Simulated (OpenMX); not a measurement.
**V in OpenMX: the effect of volume scale**

The system is V.

```xyz
1
Lattice="-1.4512 1.4512 1.4512 1.4512 -1.4512 1.4512 1.4512 1.4512 -1.4512" Properties=species:S:1:pos:R:3 pbc="T T T"
V     0.0000    0.0000    0.0000
```

Alike in all runs:

| Item | Value |
| --- | --- |
| Program | OpenMX 3.8.5 |
| Task | single point |
| Functional | PBE |
| Potentials or basis | OpenMX 2013 PBE set, V6.0-s3p2d2, grid cutoff 400 Ry |
| k mesh | 9 × 9 × 9 |
| Occupations | fermi-dirac, width 0.05 eV |
| Spin | collinear spin, ferromagnetic start |
| Starting moments | [2.0] μB |

```tsv
volume scale	pressure (GPa)	moment (μB)
0.88	22.6	0.00
0.92	11.5	0.00
0.96	2.4	0.00
1.04	-11.1	0.21
1.08	?	?
```

Question: What does the run with volume scale 1.08 give?

Answer: Pressure -16.1 GPa; moment 0.24 μB.

Worked out: A parabola through the other rows of the pressure, of slope -82.5 GPa per unit of volume scale there, extrapolates to -15.2 GPa, against the run's -16.1. A parabola through the other rows of the moment, of slope 4.84 μB per unit of volume scale there, extrapolates to 0.38 μB, against the run's 0.24. The fit is too stiff a form for this range.

Caveats: the basis of atomic orbitals isn't converged, which shifts pressures, moduli and gaps.
